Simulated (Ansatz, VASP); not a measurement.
Two plane-wave programs on Ni

```
Ni
1.0
     2.50696    0.00000    0.00000
    -1.25348    2.17109    0.00000
     0.00000    0.00000    4.12193
Ni
2
Direct
  0.33333 0.66667 0.25000
  0.66667 0.33333 0.75000
```

Alike in both runs: task single point; functional PBEsol; k mesh 17 × 17 × 9; occupations fermi-dirac, width 0.1 eV; no spin polarisation.

|  | VASP | Ansatz |
| --- | --- | --- |
| version | VASP 6.6.1 | Ansatz 0.2.0 |
| potentials or method | VASP PAW PBE potentials, release 64 (Ni) | plane waves (420 eV) with PAW, scalar-relativistic |
| plane-wave cutoff (eV) | 520 | 420 |
| valence electrons in the cell | 20 | 36 |

```tsv
	VASP	Ansatz	Ansatz less VASP
pressure (GPa)	-14.4	-14.7	-0.24
largest component of the traceless stress (GPa)	0.07	0.01	-0.054
```

The two sets of potentials don't hold the same shells in valence. Ansatz warned: «pseudo_functional_mismatch».

Caveats: the PAW data sets were made with another functional, which shifts forces and pressure a little (VASP); the run has no spin polarisation, though such a crystal can be magnetic. Spin polarisation is off, so any magnetic state and its effect on volume and gap are missing.
